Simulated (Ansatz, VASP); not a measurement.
**Two plane-wave programs on Ni**

File INCAR:

```
SYSTEM = Ni
PREC = Accurate ; ENCUT = 520
EDIFF = 1E-7 ; ISMEAR = -1
SIGMA = 0.1 ; LREAL = .False.
LASPH = .True. ; NELM = 100
ALGO = Fast ; ISIF = 2
LWAVE = .False. ; LCHARG = .False.
GGA = RE ; NBANDS = 22
```

KPOINTS

```
regular mesh
0
Gamma
  12 12 17
  0 0 0
```

Contents of POSCAR:

```
Ni
1.0
    4.1759195843      0.0000000000      0.0000000000
   -2.0879597921      3.6164524442      0.0000000000
    0.0000000000      0.0000000000      2.5133700813
Ni
3
Direct
    0.0000000000      1.0000000000      0.0000000000
    0.3333333333      0.6666666667      0.5000000000
    0.6666666667      0.3333333333      0.5000000000
```

Input for Ansatz:

```yaml
crystal:
  lattice:
    - [4.1759195843, 0.0, 0.0]
    - [-2.0879597921, 3.6164524442, 0.0]
    - [0.0, 0.0, 2.5133700813]
  atoms:
    - { symbol: Ni, position: [0.0, 1.0, 0.0] }
    - { symbol: Ni, position: [0.3333333333, 0.6666666667, 0.5] }
    - { symbol: Ni, position: [0.6666666667, 0.3333333333, 0.5] }
hamiltonian:
  xc: revpbe
  pseudopotentials:
    kind: paw
    azcp:
      Ni: "pseudopotentials/Ni.paw.azcp"
basis:
  ecutwfc: 420
  fft_grid_basis: typed
kpoints:
  mp_grid: { grid: [12, 12, 17], shift: [0, 0, 0] }
magnetization:
  spin_polarized: false
scf:
  occupations: { method: fermi_dirac, width: 0.1 }
output:
  stress: true
  write_density: true
  write_potential: true
  elf: true
  volumetric_format: npy
```

Alike in both runs: task single point; functional revPBE; k mesh 12 × 12 × 17; occupations fermi-dirac, width 0.1 eV; no spin polarisation.

|  | VASP | Ansatz |
| --- | --- | --- |
| version | VASP 6.6.1 | Ansatz 0.2.0 |
| potentials or method | VASP PAW PBE potentials, release 64 (Ni) | plane waves (420 eV) with PAW, scalar-relativistic |
| plane-wave cutoff (eV) | 520 | 420 |
| valence electrons in the cell | 30 | 54 |

|  | VASP | Ansatz | Ansatz less VASP |
| --- | --- | --- | --- |
| pressure (GPa) | -14.9 | -15.3 | -0.38 |
| largest component of the traceless stress (GPa) | 0.31 | 0.37 | +0.057 |

The two sets of potentials don't hold the same shells in valence.

Caveats: the PAW data sets were made with another functional, which shifts forces and pressure a little (VASP); the run has no spin polarisation, though such a crystal can be magnetic. Spin polarisation is off, so any magnetic state and its effect on volume and gap are missing.
